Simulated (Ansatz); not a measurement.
# Li (sc type): the cost of one run

Computed with Ansatz 0.2.0 (DFT PBE, with the methods named in each step, unless a step's input says otherwise).

### Step 1. The system as given

Symmetry: Pm-3m, No. 221, cubic system. Conventional cell: a = 2.794 Å, b = 2.794 Å, c = 2.794 Å, α = 90.00°, β = 90.00°, γ = 90.00°. Around Li (site symmetry m-3m) lie 6 Li at 2.79 Å.

As a file:

```
Li
1.0
     2.79379    0.00000    0.00000
     0.00000    2.79379    0.00000
     0.00000    0.00000    2.79379
Li
1
Direct
  0.00000 0.00000 0.00000
```

Whether this phase is the stable one at these pressures isn't tested.

### Step 2. Cell relaxed at zero pressure, PAW

input.yaml reads:

```yaml
crystal:
  lattice:
    - [2.793790662, 0.0, 0.0]
    - [0.0, 2.793790662, 0.0]
    - [0.0, 0.0, 2.793790662]
  atoms:
    - { symbol: Li, position: [0.0, 0.0, 0.0] }
kpoints:
  mp_grid: { grid: [14, 14, 14] }
scf:
  occupations: { method: fermi_dirac, width: 0.05 }
hamiltonian:
  xc: pbe
  pseudopotentials: { kind: paw }
output:
  forces: true
  stress: true
  write_density: true
  write_potential: true
  elf: true
  volumetric_format: npy
relax:
  f_tol: 0.005
  max_steps: 40
  cell: {}
```

On the command line:

```
ansatz run input.yaml --threads 1 --pin off --max-ram 2048MiB --backend cpu --events-out ev --progress --plain --runs-dir out
```

**Question.** How long does this run take on 1 thread of Arm Neoverse V2, shared host, and how much memory does it need?

About 3.1 s, with a peak of 0.27 GiB.
